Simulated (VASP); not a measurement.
Write the native input for VASP 6.6.1 that does the following.

| Property | Result |
| --- | --- |
| Task | single point |
| Functional | PBEsol |
| Potentials or basis | VASP PAW PBE potentials, release 64 (Be, S) |
| Cutoff | 520 eV |
| k mesh | 8 × 8 × 8 |
| Occupations | gaussian, width 0.5 eV |
| Spin | no spin polarisation |
| Further INCAR settings | ALGO = Fast; EDIFF = 1e-06 |

The structure of BeS lies in POSCAR:

```
BeS
1.0
    0.0000000000      2.4205100000      2.4205100000
    2.4205100000      0.0000000000      2.4205100000
    2.4205100000      2.4205100000      0.0000000000
Be S
1 1
Direct
    0.0000000000      0.0000000000      0.0000000000
    0.2500000000      0.2500000000      0.2500000000
```

The cell is a database's computed one.

These files were run (other wordings do the same):

INCAR

```
SYSTEM = BeS
PREC     = Accurate       ! precision mode
ENCUT    = 520            ! plane-wave cutoff, eV
EDIFF    = 1E-6           ! SCF threshold, eV
ISMEAR   = 0              ! smearing method
SIGMA    = 0.5            ! smearing width, eV
LREAL    = .FALSE.        ! projectors in reciprocal space
LASPH    = .TRUE.         ! aspherical terms in the spheres
NELM     = 60             ! most SCF steps
ALGO     = Fast           ! electronic algorithm
ISIF     = 2              ! what is computed and relaxed
LWAVE    = .FALSE.        ! write WAVECAR
LCHARG   = .TRUE.         ! write CHGCAR
GGA      = PS             ! functional
LELF     = .TRUE.         ! ELF
LVHAR    = .TRUE.
```

KPOINTS

```
regular mesh
0
G
  8 8 8
  0 0 0
```

Potentials or basis: VASP PAW PBE potentials, release 64 (Be, S).

Command:

```console
$ cat potpaw_PBE.64/Be/POTCAR potpaw_PBE.64/S/POTCAR > POTCAR
$ mpirun -np 1 vasp_std > vasp.out
```

Results of the run:

* Pressure: 0.0 GPa
* Band gap on the k mesh: 2.92 eV, indirect (least direct gap 5.61 eV)

Caveat: the PAW data sets were made with another functional, which shifts forces and pressure a little.

It took 8.6 s on 1 thread of Intel(R) Xeon(R) Platinum 8559C (Emerald Rapids) (shared host), peak memory 0.14 GiB.
